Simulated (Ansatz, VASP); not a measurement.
Given: the input of a run of Ansatz 0.2.0 on TaN.

input.yaml

```yaml
crystal:
  lattice:
    - [2.8780239874, 0.0, 0.0]
    - [-1.4390119937, 2.4924418858, 0.0]
    - [0.0, 0.0, 2.8241467514]
  atoms:
    - { symbol: Ta, position: [0.0, 0.0, 0.5] }
    - { symbol: "N", position: [0.6666666667, 0.3333333333, 0.0] }
kpoints:
  mp_grid: { grid: [10, 10, 9] }
scf:
  occupations: { method: fermi_dirac, width: 0.05 }
hamiltonian:
  xc: pbe
  pseudopotentials: { kind: all_electron, lapw: { basis_error: 0.0005 } }
output:
  forces: true
  stress: true
  eigenvalues: true
```

Potentials or basis: all-electron LAPW, scalar-relativistic.

Command:

```bash
$ ansatz run input.yaml --threads 1 --pin off --max-ram 2560MiB --backend cpu --events-out ev --progress --plain --runs-dir out
```

Q: Translate it to VASP 6.6.1. Potentials there: VASP PAW PBE potentials, release 64 (Ta_pv, N).

A: As run (the cutoff follows the program's own potentials):

The input INCAR:

```
SYSTEM = TaN
  PREC = Accurate
  ENCUT = 520
  EDIFF = 1E-7
  ISMEAR = -1
  SIGMA = 0.05
  LREAL = .False.
  LASPH = .True.
  NELM = 100
  ALGO = Normal
  ISIF = 2
  LWAVE = .False.
  LCHARG = .False.
  GGA = PE
  NBANDS = 15
```

KPOINTS

```
regular mesh
0
Gamma
  10 10 9
  0 0 0
```

POSCAR

```
TaN
1.0
    2.8780239874      0.0000000000      0.0000000000
   -1.4390119937      2.4924418858      0.0000000000
    0.0000000000      0.0000000000      2.8241467514
Ta N
1 1
Direct
    0.0000000000      0.0000000000      0.5000000000
    0.6666666667      0.3333333333      0.0000000000
```

Potentials or basis: VASP PAW PBE potentials, release 64 (Ta_pv, N).

Command:

```bash
$ cat potpaw_PBE.64/Ta_pv/POTCAR potpaw_PBE.64/N/POTCAR > POTCAR
$ mpirun -np 1 vasp_std > vasp.out
```

Both were run:

|  | VASP | Ansatz | Ansatz less VASP |
| --- | --- | --- | --- |
| gap on the k mesh at the Fermi level (eV) | none | none | - |
| pressure (GPa) | 31.0 | 29.9 | -1.07 |
| largest component of the traceless stress (GPa) | 2.81 | 2.63 | -0.176 |

A gap of «none» marks a metal or a gap that the smearing closes. Ansatz ran all-electron here, so the differences hold the error of VASP's frozen core and of both bases.

Caveats: so large a pressure means that the cell lies far from this level's equilibrium, or that cutoff or potentials fall short (VASP). The runs have no spin-orbit coupling, so splittings on Ta are missing.
